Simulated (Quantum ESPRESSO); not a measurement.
Re:

```
CELL_PARAMETERS angstrom
2.76080 0.00000 0.00000
-1.38040 2.39092 0.00000
0.00000 0.00000 4.45820
ATOMIC_POSITIONS crystal
Re 0.66667 0.33333 0.75000
Re 0.33333 0.66667 0.25000
```

Base run:

```yaml
Program: Quantum ESPRESSO 7.5
Functional: PBEsol
Potentials_or_basis: PseudoDojo 0.4.1 SR PBEsol standard
Cutoff: 980 eV
Density_cutoff: 3918 eV
k_mesh: 11 × 11 × 6
Occupations: fermi-dirac, width 0.05 eV
Spin: no spin polarisation
```

Its results: band gap on the k mesh none (metal or under the smearing width); pressure -4.3 GPa.

Task: The run is repeated on the same cell with these changes: functional from PBEsol to LDA; potentials or basis from PseudoDojo 0.4.1 SR PBEsol standard to PseudoDojo 0.4.1 SR LDA standard. What comes out?

Result: Band gap on the k mesh none (metal or under the smearing width); pressure -10.8 GPa.

Not every run made on this cell is shown here.
